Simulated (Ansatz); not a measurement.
Runs of Ansatz 0.2.0 on MgSe. The structure is cubic, space group Fm-3m (No. 225). Conventional cell: a = 5.451 Å, b = 5.451 Å, c = 5.451 Å, α = 90.00°, β = 90.00°, γ = 90.00°. Around Se (site symmetry m-3m) lie 6 Mg at 2.73 Å. Mg (site symmetry m-3m) has 6 Se at 2.73 Å as nearest neighbours. 

```tsv
task	level	k mesh	cutoff (eV)	points for each segment of the path	mesh quality	gap on the mesh (eV)	pressure (GPa)	V0 of scaled cells (Å³/atom)	B0 (GPa)
equation of state	LDA	8 × 8 × 8	420	-	not flagged	-	-	(b)	69
equation of state	PBE0	4 × 4 × 4	420	-	coarse	-	-	20.54	(a)
band structure	r2SCAN	8 × 8 × 8	500	14	not flagged	2.50	0.8	-	-
band structure	LDA	8 × 8 × 8	420	14	not flagged	1.66	-2.1	-	-
band structure	PBE0	4 × 4 × 4	420	4	coarse	3.39	1.0	-	-
equation of state	PBEsol	8 × 8 × 8	420	-	not flagged	-	-	20.23	65
```

Alike in all rows: potentials or basis Ansatz PAW; no spin polarisation; cell as given; smearing fermi-dirac 0.05 eV.

Problem. Estimate the missing entries.

Solution. (a) 66; (b) 19.59.

Caveats: some runs use coarse meshes; the PAW data sets come from PBE, with cores solved anew for the run's functional, which leaves a small shift of forces and pressure (some runs); the PAW data sets were made with another functional, which shifts forces and pressure a little (some runs); the thresholds are loose for stress (some runs).

A k mesh can miss the band edges, and the runs leave out spin-orbit coupling on Se.
